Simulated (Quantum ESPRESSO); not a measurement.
# 2H-MoS2, 1 layer: a series in biaxial strain, part 2 of 8

Aim: how the results for 2H-MoS2, 1 layer change with biaxial strain.

Quantum ESPRESSO 7.5; plane-wave DFT, PBE, GBRV ultrasoft pseudopotentials.

So far. Step 2 (Relaxing cell and ions of the reference):  The last row is no step: it is a fresh SCF in the final cell with a new plane-wave basis, -0 meV from the row before.

### 3. Relaxing the ions, -4 %

File m0.relax.in:

```
&control
  prefix = 'm0.relax'
  outdir = './out'
  pseudo_dir = './pseudo'
  nstep = 40
  forc_conv_thr = 0.0003
  calculation = 'relax'
  tstress = .true.
/
&system
  ibrav = 0
  nat = 3
  ntyp = 2
  ecutwfc = 50
  ecutrho = 250
  occupations = 'smearing'
  smearing = 'fd'
  degauss = 0.002
/
&electrons
  conv_thr = 1e-09
  mixing_beta = 0.4
  electron_maxstep = 120
  mixing_mode = 'plain'
/
&ions
/
ATOMIC_SPECIES
  S   32.0600  s_pbe_v1.4.uspp.F.UPF
  Mo  95.9500  mo_pbe_v1.uspp.F.UPF
CELL_PARAMETERS angstrom
  3.05571195936000 0.00000000000000 0.00000000000000
  -1.52785598016000 2.64632418336000 0.00000000000000
  0.00000000000000 0.00000000000000 18.26259773800000
ATOMIC_POSITIONS crystal
  S   0.333333333300 0.666666666700 0.414453300900
  Mo  0.000000000000 0.000000000000 0.500000000000
  S   0.333333333300 0.666666666700 0.585546699100
K_POINTS automatic
  12 12 1 0 0 0
```

The run is started by

```
> OMP_NUM_THREADS=1 mpirun -n 4 pw.x -nk 4 -in m0.relax.in > m0.relax.out
```

Log:

```text
[banner, memory and clock lines left out]
Program PWSCF v.7.5 starts
[citation notice left out]

[...]
Message from routine setup:
[...]
bravais-lattice index     =            0
     lattice parameter (alat)  =       5.7745  a.u.
     unit-cell volume          =     996.5856 (a.u.)^3
     number of atoms/cell      =            3
     number of atomic types    =            2
     number of electrons       =        26.00
     number of Kohn-Sham states=           17
     kinetic-energy cutoff     =      50.0000  Ry
     charge density cutoff     =     250.0000  Ry
     scf convergence threshold =      1.0E-09
     mixing beta               =       0.4000
     number of iterations used =            8  plain     mixing
     energy convergence thresh.=      1.0E-04
     force convergence thresh. =      3.0E-04
     Exchange-correlation= SLA  PW   PBE  PBE
                           (   1   4   3   4   0   0   0)
     nstep                     =           40

[...]
PseudoPot. # 1 for S  read from file:
     ./pseudo/s_pbe_v1.4.uspp.F.UPF
     Pseudo is Ultrasoft + core correction, Zval =  6.0
     Generated by new atomic code, or converted to UPF format
     Using radial grid of  907 points,  6 beta functions with:
                l(1) =   0
                l(2) =   0
                l(3) =   1
                l(4) =   1
                l(5) =   2
                l(6) =   2
     Q(r) pseudized with  8 coefficients,  rinner =    1.300   1.300   1.300
                                                       1.300   1.300

     PseudoPot. # 2 for Mo read from file:
     ./pseudo/mo_pbe_v1.uspp.F.UPF
     Pseudo is Ultrasoft + core correction, Zval = 14.0
     Generated by new atomic code, or converted to UPF format
     Using radial grid of  889 points,  6 beta functions with:
                l(1) =   0
                l(2) =   0
                l(3) =   1
                l(4) =   1
                l(5) =   2
                l(6) =   2
     Q(r) pseudized with  6 coefficients,  rinner =    1.000   1.000   1.000
                                                       1.000   1.000

     atomic species   valence    mass     pseudopotential
     S                 6.00    32.06000     S ( 1.00)
     Mo               14.00    95.95000     Mo( 1.00)

     12 Sym. Ops. (no inversion) found

[...]
number of k points=    19  Fermi-Dirac smearing, width (Ry)=  0.0020
[...]
Dense  grid:    66719 G-vectors     FFT dimensions: (  30,  30, 180)

     Smooth grid:    47453 G-vectors     FFT dimensions: (  25,  25, 160)

     Initial potential from superposition of free atoms

     starting charge      25.9989, renormalised to      26.0000

     negative rho (up, down):  2.212E-03 0.000E+00
     Starting wfcs are   21 randomized atomic wfcs

     per-process dynamical memory:    53.0 Mb

     Self-consistent Calculation

     iteration #  1     ecut=    50.00 Ry     beta= 0.40
     Davidson diagonalization with overlap
     ethr =  1.00E-02,  avg # of iterations =  2.2

     Threshold (ethr) on eigenvalues was too large:
     Diagonalizing with lowered threshold

     Davidson diagonalization with overlap
     ethr =  5.07E-04,  avg # of iterations =  2.0

     negative rho (up, down):  2.291E-03 0.000E+00

     total energy              =    -187.67819805 Ry
     estimated scf accuracy    <       0.16360466 Ry

     iteration #  2     ecut=    50.00 Ry     beta= 0.40
[...]
negative rho (up, down):  2.265E-03 0.000E+00

[...]
total energy              =    -187.69211604 Ry
     estimated scf accuracy    <       0.15537887 Ry

     iteration #  3     ecut=    50.00 Ry     beta= 0.40
[...]
negative rho (up, down):  2.285E-03 0.000E+00

[...]
total energy              =    -187.71703758 Ry
     estimated scf accuracy    <       0.00997700 Ry

     iteration #  4     ecut=    50.00 Ry     beta= 0.40
[...]
negative rho (up, down):  2.290E-03 0.000E+00

[...]
total energy              =    -187.71802020 Ry
     estimated scf accuracy    <       0.00123793 Ry

     iteration #  5     ecut=    50.00 Ry     beta= 0.40
[...]
negative rho (up, down):  2.286E-03 0.000E+00

[...]
total energy              =    -187.71820383 Ry
     estimated scf accuracy    <       0.00017555 Ry

     iteration #  6     ecut=    50.00 Ry     beta= 0.40
[...]
negative rho (up, down):  2.282E-03 0.000E+00

[...]
total energy              =    -187.71824471 Ry
     estimated scf accuracy    <       0.00000468 Ry

[...]
iteration # 10     ecut=    50.00 Ry     beta= 0.40
[...]
negative rho (up, down):  2.285E-03 0.000E+00

[...]
total energy              =    -187.71824880 Ry
     estimated scf accuracy    <       0.00000006 Ry

     iteration # 11     ecut=    50.00 Ry     beta= 0.40
[...]
negative rho (up, down):  2.286E-03 0.000E+00

[...]
total energy              =    -187.71824880 Ry
     estimated scf accuracy    <          1.4E-09 Ry

     iteration # 12     ecut=    50.00 Ry     beta= 0.40
[...]
negative rho (up, down):  2.286E-03 0.000E+00

[...]
total energy              =    -187.71824881 Ry
     estimated scf accuracy    <          1.3E-09 Ry

     iteration # 13     ecut=    50.00 Ry     beta= 0.40
[...]
negative rho (up, down):  2.286E-03 0.000E+00

[...]
End of self-consistent calculation

          k = 0.0000 0.0000 0.0000 (  6005 PWs)   bands (ev):

   -60.7497 -34.9893 -34.6155 -34.6155 -14.5806 -13.1833  -6.0593  -2.5976
    -2.5976  -2.1200  -1.3610  -1.3610  -0.3338   3.1247   3.1247   3.3785
     3.3785

          k = 0.0000 0.0962 0.0000 (  5995 PWs)   bands (ev):

   -60.7454 -34.9814 -34.6547 -34.6242 -14.4587 -13.1328  -5.9234  -2.8553
    -2.5232  -2.4693  -1.5523  -1.1482  -0.3534   2.9691   3.0081   3.2391
     3.3280

[...]
the Fermi energy is     0.6425 ev

!    total energy              =    -187.71824881 Ry
     estimated scf accuracy    <          1.2E-11 Ry
     smearing contrib. (-TS)   =      -0.00000000 Ry
[...]
atom    1 type  1   force =    -0.00000000    0.00000000   -0.02011285
     atom    2 type  2   force =     0.00000000    0.00000000    0.00000000
     atom    3 type  1   force =     0.00000000    0.00000000    0.02011285

     Total force =     0.028444     Total SCF correction =     0.000066

     Computing stress (Cartesian axis) and pressure

     negative rho (up, down):  2.277E-03 0.000E+00
          total   stress  (Ry/bohr**3)                   (kbar)     P=       38.36
   0.00033142   0.00000000  -0.00000000           48.75        0.00       -0.00
   0.00000000   0.00033142  -0.00000000            0.00       48.75       -0.00
   0.00000000   0.00000000   0.00011956            0.00        0.00       17.59

     Energy error            =      2.0E-03 Ry
     Gradient error          =      2.0E-02 Ry/Bohr

     number of scf cycles    =   2
     number of bfgs steps    =   1

     energy             old  =    -187.7182488050 Ry
     energy             new  =    -187.7202099207 Ry

     CASE: energy            _new < energy            _old

     new trust radius        =       0.0389453260 bohr
     new conv_thr            =       0.0000000002 Ry

ATOMIC_POSITIONS (crystal)
S                0.3333333333        0.6666666667        0.4122989297
Mo               0.0000000000        0.0000000000        0.5000000000
S                0.3333333333        0.6666666667        0.5877010703

[...]
NEW-OLD atomic charge density approx. for the potential

     negative rho (up, down):  2.259E-03 0.000E+00

     per-process dynamical memory:    56.9 Mb

     Self-consistent Calculation

     iteration #  1     ecut=    50.00 Ry     beta= 0.40
     Davidson diagonalization with overlap
     ethr =  1.00E-06,  avg # of iterations =  7.1

     negative rho (up, down):  2.260E-03 0.000E+00

     total energy              =    -187.72106990 Ry
     estimated scf accuracy    <       0.00022546 Ry

[...]
iteration # 10     ecut=    50.00 Ry     beta= 0.40
[...]
negative rho (up, down):  2.265E-03 0.000E+00

[...]
End of self-consistent calculation

[...]
the Fermi energy is     1.0411 ev

!    total energy              =    -187.72114835 Ry
     estimated scf accuracy    <          4.3E-12 Ry
     smearing contrib. (-TS)   =      -0.00000000 Ry
     internal energy E=F+TS    =    -187.72114835 Ry

     The total energy is F=E-TS. E is the sum of the following terms:
     one-electron contribution =   -1038.96212467 Ry
     hartree contribution      =     520.86858781 Ry
     xc contribution           =     -36.40905251 Ry
     ewald contribution        =     366.78144102 Ry

     convergence has been achieved in  10 iterations

     negative rho (up, down):  2.265E-03 0.000E+00

     Forces acting on atoms (cartesian axes, Ry/au):

     atom    1 type  1   force =     0.00000000    0.00000000   -0.00412594
     atom    2 type  2   force =     0.00000000   -0.00000000    0.00000000
     atom    3 type  1   force =     0.00000000    0.00000000    0.00412594

     Total force =     0.005835     Total SCF correction =     0.000000

     Computing stress (Cartesian axis) and pressure

     negative rho (up, down):  2.265E-03 0.000E+00
          total   stress  (Ry/bohr**3)                   (kbar)     P=       30.28
   0.00029663   0.00000000   0.00000000           43.64        0.00        0.00
   0.00000000   0.00029663   0.00000000            0.00       43.64        0.00
   0.00000000   0.00000000   0.00002419            0.00        0.00        3.56

     Energy error            =      9.4E-04 Ry
     Gradient error          =      4.1E-03 Ry/Bohr

     number of scf cycles    =   3
     number of bfgs steps    =   2

     energy             old  =    -187.7202099207 Ry
     energy             new  =    -187.7211483489 Ry

     CASE: energy            _new < energy            _old

     new trust radius        =       0.0100510946 bohr
     new conv_thr            =            9.4E-11 Ry

ATOMIC_POSITIONS (crystal)
S                0.3333333333        0.6666666667        0.4120076891
Mo               0.0000000000       -0.0000000000        0.5000000000
S                0.3333333333        0.6666666667        0.5879923109

[...]
NEW-OLD atomic charge density approx. for the potential

     negative rho (up, down):  2.261E-03 0.000E+00

     per-process dynamical memory:    56.9 Mb

     Self-consistent Calculation

     iteration #  1     ecut=    50.00 Ry     beta= 0.40
     Davidson diagonalization with overlap
     ethr =  1.00E-06,  avg # of iterations =  5.0

     Threshold (ethr) on eigenvalues was too large:
     Diagonalizing with lowered threshold

     Davidson diagonalization with overlap
     ethr =  5.27E-08,  avg # of iterations =  3.7

     negative rho (up, down):  2.261E-03 0.000E+00

     total energy              =    -187.72118581 Ry
     estimated scf accuracy    <       0.00001517 Ry

[...]
iteration #  8     ecut=    50.00 Ry     beta= 0.40
[...]
negative rho (up, down):  2.262E-03 0.000E+00

[...]
End of self-consistent calculation

          k = 0.0000 0.0000 0.0000 (  6005 PWs)   bands (ev):

   -60.7410 -34.9601 -34.5837 -34.5837 -14.4181 -13.1714  -5.8974  -2.3057
    -2.3057  -2.2036  -1.1157  -1.1157  -0.4689   3.1367   3.1367   3.2740
     3.2740

          k = 0.0000 0.0962 0.0000 (  5995 PWs)   bands (ev):

   -60.7368 -34.9526 -34.6217 -34.5923 -14.2981 -13.1156  -5.7578  -2.5723
    -2.5052  -2.1800  -1.3068  -1.0194  -0.4751   2.8990   2.9722   3.1417
     3.3246

[...]
the Fermi energy is     1.0237 ev

!    total energy              =    -187.72119117 Ry
     estimated scf accuracy    <          2.8E-11 Ry
     smearing contrib. (-TS)   =      -0.00000000 Ry
     internal energy E=F+TS    =    -187.72119117 Ry

     The total energy is F=E-TS. E is the sum of the following terms:
     one-electron contribution =   -1037.45415287 Ry
     hartree contribution      =     520.11876871 Ry
     xc contribution           =     -36.40041159 Ry
     ewald contribution        =     366.01460459 Ry

     convergence has been achieved in   8 iterations

     negative rho (up, down):  2.262E-03 0.000E+00

     Forces acting on atoms (cartesian axes, Ry/au):

     atom    1 type  1   force =     0.00000000    0.00000000   -0.00013947
     atom    2 type  2   force =     0.00000000    0.00000000    0.00000000
     atom    3 type  1   force =     0.00000000    0.00000000    0.00013947

     Total force =     0.000197     Total SCF correction =     0.000010

     Computing stress (Cartesian axis) and pressure

     negative rho (up, down):  2.262E-03 0.000E+00
          total   stress  (Ry/bohr**3)                   (kbar)     P=       28.24
   0.00028799   0.00000000   0.00000000           42.37        0.00        0.00
   0.00000000   0.00028799   0.00000000            0.00       42.37        0.00
   0.00000000   0.00000000  -0.00000002            0.00        0.00       -0.00

     Energy error            =      4.3E-05 Ry
     Gradient error          =      1.4E-04 Ry/Bohr

     bfgs converged in   4 scf cycles and   3 bfgs steps
     (criteria: energy <  1.0E-04 Ry, force <  3.0E-04 Ry/Bohr)

     End of BFGS Geometry Optimization

     Final energy             =    -187.7211911667 Ry

     File ./out/m0.relax.bfgs deleted, as requested
Begin final coordinates

ATOMIC_POSITIONS (crystal)
S                0.3333333333        0.6666666667        0.4120076891
Mo               0.0000000000       -0.0000000000        0.5000000000
S                0.3333333333        0.6666666667        0.5879923109
End final coordinates

[...]
```

It took 51 s on 4 MPI ranks of Arm Neoverse V1, shared host; peak memory 0.52 GiB.

The steps of the relaxation:

```csv
step,energy less that of the first step (eV),largest force (eV/Å)
1,0.0000,0.9103
2,-0.0267,0.5171
3,-0.0395,0.1061
4,-0.0400,0.0036
```

The atoms that moved most (Å):

```csv
atom,dx,dy,dz,length
S3,0.000,0.000,0.045,0.045
S1,0.000,0.000,-0.045,0.045
```

Final coordinates:

```xyz
3
Lattice="3.0557 0.0000 0.0000 -1.5279 2.6463 0.0000 0.0000 0.0000 18.2626" Properties=species:S:1:pos:R:3
S     0.0000    1.7642    7.5243
Mo    0.0000    0.0000    9.1313
S     0.0000    1.7642   10.7383
```

The relaxation lowers the energy by 13 meV an atom.

This step gave:

- free energy: -2554.0769 eV
- Fermi energy: 1.024 eV

(Continued in part 3 of 8.)

[Logs are printed without paths, hosts, clocks, repeated set-up lines and the standing remarks that a program may print on its own settings, such as how far it seeks lower states.]

[Hosts, paths, dates, database ids (printed as entryN), source tags and the programs' standing remarks are cut or masked in the printed files.]

[Maps of the electrostatic potential energy from Ansatz leave out the sawtooth potential of an applied field or a dipole correction, so their vacuum need not be flat; planar profiles and work functions include it.]
